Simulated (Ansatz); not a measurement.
HfC: ab initio molecular dynamics

All numbers below come from DFT PBE, scalar-relativistic, plane waves, PAW in Ansatz. Cutoff 420 eV, shifted (0.5, 0.5, 0.5 steps) 2×2×2 k-points, Fermi–Dirac smearing of 0.05 eV. The mesh is coarse. Spin–orbit coupling is left out, which matters for the heavy elements here. No spin polarisation.

16 atoms, starting at 1.01 times the perfect crystal's volume (space group Fm-3m, the cell as given, not relaxed at this level); constant energy, velocities drawn at 450 K, fixed cell; 57 steps of 2 fs. The run is short and not equilibrated. The crystal has no gap, and so coarse a mesh can leave errors of tens of meV/atom and of a GPa or more.

First frame:

```
Hf C
1.0
    -4.66545    4.66545    0.00000
    -4.66545    0.00000    4.66545
     0.00000    4.66545    4.66545
Hf C
8 8
Direct
  0.75000 0.75000 0.75000
  0.25000 0.75000 0.75000
  0.75000 0.25000 0.75000
  0.75000 0.75000 0.25000
  0.25000 0.25000 0.75000
  0.25000 0.75000 0.25000
  0.75000 0.25000 0.25000
  0.25000 0.25000 0.25000
  0.00000 0.00000 0.00000
  0.50000 0.00000 0.00000
  0.00000 0.50000 0.00000
  0.00000 0.00000 0.50000
  0.50000 0.50000 0.00000
  0.50000 0.00000 0.50000
  0.00000 0.50000 0.50000
  0.50000 0.50000 0.50000
```

```yaml
Mean_temperature_over_the_second_half: 205 K
Mean_pressure_over_the_second_half_kinetic_part_included: -0.5 GPa
Mean_potential_energy_above_the_perfect_crystal_as_given_at_volume_ratio_1;_the_free_energy_holds_the_electrons'_entropy: 30 meV/atom
Drift_of_the_conserved_energy_over_the_run: 0.2 meV/atom
Mean-square_drift_of_C_from_first_to_last_step_mean_shift_of_all_atoms_removed: 0.01 Å²
Mean-square_drift_of_Hf_from_first_to_last_step_mean_shift_of_all_atoms_removed: 0.00 Å²
```

Pair distribution functions g(r), second half of the run, up to half the cell's height:

```tsv
r (Å)	C-Hf
2.05	0.0
2.15	0.0
2.25	6.8
2.35	12.5
2.45	2.9
2.55	0.0
```

Along the run (potential energy from its first value; pressure with the kinetic part):

```tsv
t (fs)	T (K)	ΔE_pot (meV/atom)	P (GPa)
0.0	450	0.0	-1.4
4.0	414	4.4	-1.3
8.0	329	14.8	-1.1
12.0	244	25.2	-0.9
16.0	202	30.3	-0.8
20.0	214	28.8	-0.8
24.0	253	24.0	-0.8
28.0	277	21.0	-0.8
32.0	259	23.2	-0.7
36.0	203	30.0	-0.4
40.0	137	38.1	-0.2
44.0	93	43.5	0.0
48.0	88	44.1	0.1
52.0	116	40.6	0.0
56.0	161	35.1	-0.2
60.0	201	30.3	-0.3
64.0	217	28.3	-0.5
68.0	204	29.9	-0.5
72.0	172	33.8	-0.4
76.0	145	37.2	-0.4
80.0	145	37.1	-0.4
84.0	184	32.5	-0.5
88.0	243	25.2	-0.6
92.0	290	19.4	-0.7
96.0	295	18.9	-0.7
100.0	253	24.0	-0.6
104.0	194	31.2	-0.5
108.0	160	35.4	-0.5
112.0	177	33.3	-0.6
```

Cost: 1 run of about 4.4 core-minutes (earlier runs that led there not counted), on Intel Xeon 6975P-C (Granite Rapids) (shared hosts).